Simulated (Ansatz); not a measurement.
# BeTe (h-MgO (five-fold) type): the dielectric function from several functionals

Aim: the dielectric function of BeTe (h-MgO (five-fold) type) in the independent-particle picture, and how it depends on the functional and on the gap. Plan: HSE06 for the gap; optics with PBE on 6×6×2; optics with r2SCAN on 6×6×2; optics with PBE and scissors to the HSE06 gap on 6×6×2; optics with PBE with spin-orbit coupling on 6×6×2.

Program: Ansatz 0.2.0. Level of theory: plane waves, PAW; no local fields, no excitons. These are calculated values, not measurements.

1 further run of the same task is left out (it didn't finish).

### Step 1. Starting point

It takes space group P6_3/mmc (No. 194, hexagonal). Conventional cell: a = 4.031 Å, b = 4.031 Å, c = 8.144 Å, α = 90.00°, β = 90.00°, γ = 120.00°. Around Be (site symmetry -6m2) lie 3 Te at 2.33 Å. Te (site symmetry -6m2) has 3 Be at 2.33 Å as nearest neighbours.

Coordinates:

```cif
data_structure
_symmetry_space_group_name_H-M 'P 1'
_symmetry_Int_Tables_number 1
_cell_length_a 4.0309
_cell_length_b 4.0309
_cell_length_c 8.1440
_cell_angle_alpha 90.000
_cell_angle_beta 90.000
_cell_angle_gamma 120.000
_cell_volume 114.59
loop_
_atom_site_label
_atom_site_type_symbol
_atom_site_fract_x
_atom_site_fract_y
_atom_site_fract_z
_atom_site_occupancy
Be1 Be 0.33333 0.66667 0.25000 1
Be2 Be 0.66667 0.33333 0.75000 1
Te1 Te 0.66667 0.33333 0.25000 1
Te2 Te 0.33333 0.66667 0.75000 1
```

The cell was relaxed beforehand with r2SCAN; those runs aren't shown. Spin-orbit coupling, which matters for Te, is in the runs so named alone.

### Step 2. A hybrid for the gap

File input.yaml:

```yaml
crystal:
  lattice:
    - [4.030852737, 0.0, 0.0]
    - [-2.0154263685, 3.4908208692, 0.0]
    - [0.0, 0.0, 8.1440451829]
  atoms:
    - { symbol: Be, position: [0.3333333333, 0.6666666667, 0.25] }
    - { symbol: Be, position: [0.6666666667, 0.3333333333, 0.75] }
    - { symbol: Te, position: [0.6666666667, 0.3333333333, 0.25] }
    - { symbol: Te, position: [0.3333333333, 0.6666666667, 0.75] }
kpoints:
  mp_grid: { grid: [6, 6, 2] }
  band_path:
    path:
      - [0.0, 0.0, 0.0]
      - [0.5, 0.0, 0.0]
      - [0.3333333333, 0.3333333333, 0.0]
      - [0.0, 0.0, 0.5]
      - [0.5, 0.0, 0.5]
      - [0.3333333333, 0.3333333333, 0.5]
      - [0.229167, 0.234375, 0.0]
      - [0.0, -0.5, 0.302083]
      - [0.0, -0.5, 0.25]
    npoints: 1
hamiltonian:
  xc: hse06
scf:
  occupations: { method: fixed }
  n_extra_bands: 5
output:
  forces: true
  stress: true
  eigenvalues: true
  write_density: true
  write_potential: true
  elf: true
  volumetric_format: npy
```

On the command line:

```
$ ansatz run input.yaml --threads 4 --pin off --max-ram 3686MiB --backend cpu --events-out ev --progress --plain --runs-dir out
```

After this run come: Optics, PBE; Optics, r2SCAN; Optics, PBE with a scissors shift; Optics, PBE with spin-orbit coupling.

Before running them: what should the planned runs give, taken together? Wanted: ε∞, PBE; ε∞, r2SCAN; ε∞, PBE with spin-orbit coupling; tallest peak of ε₂, PBE; tallest peak of ε₂, r2SCAN; tallest peak of ε₂, PBE with spin-orbit coupling; HSE06 direct gap.

The runs gave:

```
                                        quantity                                  value
                                         ε∞, PBE               7.14 (xx, yy), 5.16 (zz)
                                      ε∞, r2SCAN               6.26 (xx, yy), 4.56 (zz)
                      ε∞, PBE + 0.81 eV scissors               6.27 (xx, yy), 4.58 (zz)
                ε∞, PBE with spin-orbit coupling               7.06 (xx, yy), 5.01 (zz)
                         tallest peak of ε₂, PBE                        17.7 at 5.35 eV
                      tallest peak of ε₂, r2SCAN                        17.1 at 5.80 eV
      tallest peak of ε₂, PBE + 0.81 eV scissors                        17.7 at 6.15 eV
tallest peak of ε₂, PBE with spin-orbit coupling  16.7 at 5.35 eV (complete to 11.4 eV)
                                HSE06 direct gap                                3.58 eV
```

**Reading.** PBE + 0.81 eV scissors has the widest direct gap (3.69 eV) and PBE with spin-orbit coupling the narrowest (2.86 eV); ε∞ is 5.70 and 6.37 (mean of the axes). Spin-orbit coupling moves the direct gap by -0.02 eV; ε∞ doesn't compare between these two runs, as the bands summed differ. The response is anisotropic: with PBE ε∞ is 7.14 (xx, yy), 5.16 (zz). Local fields and excitons are left out: both change ε∞, and without excitons the onset lacks its lines.
